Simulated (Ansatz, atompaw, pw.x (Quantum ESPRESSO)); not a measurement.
## What a changed setting does to a pw.x run (bcc Sr)

Potential: PAW, atompaw 4.2.0.5, PBE; core [Ar] 3d10, reference 4s2 4p6 4d0 5s2 5p0; waves: 4s (bound): rc 2.10 bohr; 5s (bound): rc 3.00 bohr; 4p (bound): rc 2.80 bohr; 5p (bound, empty): rc 2.60 bohr; 4d (bound, empty): rc 3.00 bohr; 4d channel at 1.45 Ry: rc 3.00 bohr; local part: bessel scheme, radius 2.30 bohr; core correction: smooth core density matched at 1.75 bohr; augmentation: sinc compensation charge, radius 2.80 bohr; PAW radius 3.00 bohr; waves and projectors: custom polynom2 7 10 vanderbiltortho.

The reference run (k-mesh 10³, cutoffs 55/550 Ry, Fermi–Dirac 0.01 Ry, mixing_beta 0.4, conv_thr 1e-9, no spin) gives 0.07 GPa at 54.586 Å³/atom, where all-electron LAPW gives 0.01 GPa. This run, with its own iteration cap, changes smearing to mp.

```
&control
  calculation='scf', prefix='x', pseudo_dir='./', outdir='./tmp', tstress=.true., disk_io='none'
/
&system
  ibrav=0, nat=1, ntyp=1, ecutwfc=55, ecutrho=550, nbnd=12,
  occupations='smearing', smearing='mp', degauss=0.01
/
&electrons
  conv_thr=1e-09, mixing_beta=0.4, electron_maxstep=60
/
ATOMIC_SPECIES
Sr 1.0 Sr.UPF
CELL_PARAMETERS angstrom
  -2.38968373 2.38968373 2.38968373
  2.38968373 -2.38968373 2.38968373
  2.38968373 2.38968373 -2.38968373
ATOMIC_POSITIONS crystal
Sr 0.0000 0.0000 0.0000
K_POINTS automatic
10 10 10 0 0 0
```

```bash
pw.x < Sr.scf.in > Sr.scf.out
```

Problem. How does the run end?

Solution. It converges in 6 iterations; the free energy moves by +39.3 meV/atom and the pressure by -0.21 GPa. This scheme is built to cancel the term in the square of the width that Fermi–Dirac smearing leaves in the F of a metal.

```
Message from routine setup:
     using ibrav=0 with symmetry is DISCOURAGED, use correct ibrav instead
     lattice parameter (alat)  =       7.8217  a.u.
     unit-cell volume          =     368.3646 (a.u.)^3
     number of electrons       =        10.00
     number of Kohn-Sham states=           12
     kinetic-energy cutoff     =      55.0000  Ry
     charge density cutoff     =     550.0000  Ry
     scf convergence threshold =      1.0E-09
     Exchange-correlation= SLA PW PBX PBC
     number of k points=    47  Methfessel-Paxton smearing, width (Ry)=  0.0100
     iteration #  1     ecut=    55.00 Ry     beta= 0.40
     c_bands:  2 eigenvalues not converged
     c_bands:  1 eigenvalues not converged
     total energy              =    -260.24799107 Ry
     estimated scf accuracy    <       0.00117521 Ry
     iteration #  2     ecut=    55.00 Ry     beta= 0.40
     total energy              =    -260.24829968 Ry
     estimated scf accuracy    <       0.00045540 Ry
     iteration #  3     ecut=    55.00 Ry     beta= 0.40
     total energy              =    -260.24832564 Ry
     estimated scf accuracy    <       0.00000112 Ry
     iteration #  4     ecut=    55.00 Ry     beta= 0.40
     c_bands:  1 eigenvalues not converged
     total energy              =    -260.24832779 Ry
     estimated scf accuracy    <       0.00000020 Ry
     iteration #  5     ecut=    55.00 Ry     beta= 0.40
     total energy              =    -260.24832786 Ry
     estimated scf accuracy    <       0.00000003 Ry
     iteration #  6     ecut=    55.00 Ry     beta= 0.40
     the Fermi energy is     5.2255 ev
!    total energy              =    -260.24832786 Ry
     estimated scf accuracy    <          3.2E-10 Ry
     smearing contrib. (-TS)   =       0.00017433 Ry
     convergence has been achieved in   6 iterations
          total   stress  (Ry/bohr**3)                   (kbar)     P=       -1.47
     Message from routine punch:
     Nothing written, as per user request (disk_io='none')
```

The run took about 32 s on one core of a shared server CPU.
